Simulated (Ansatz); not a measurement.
**Moving the functional in KBr**

The cell as given:

The structure is cubic, space group Fm-3m (No. 225). Conventional cell: a = 6.600 Å, b = 6.600 Å, c = 6.600 Å, α = 90.00°, β = 90.00°, γ = 90.00°. Br (site symmetry m-3m) is surrounded by 6 K at 3.30 Å. K (site symmetry m-3m) has 6 Br at 3.30 Å as nearest neighbours.

Kept alike: task relaxation of cell and atoms; k mesh 7 × 7 × 7; occupations fermi-dirac, width 0.05 eV; no spin polarisation. Program: Ansatz, Ansatz PAW, cutoff 420 eV. The mesh is that of the run's cell of 2 atoms. No spin-orbit coupling.

| functional | volume (Å³/atom) |
| --- | --- |
| LDA | 32.387 |
| PBE | 37.610 |
| PBEsol | 35.111 |
| revPBE | 40.940 |

The relaxations keep at least the cell's symmetry (Fm-3m). Relaxations stop with a little pressure left, so the last digits of a volume or edge aren't settled. Runs of this series that gave no sound value for these columns are left out. All rows use potentials made for PBE.

Task: What does the functional change here?

Result: The volume runs from 32.387 (LDA) to 40.940 Å³/atom (revPBE). From PBE: LDA -5.223; PBEsol -2.499; revPBE +3.330.
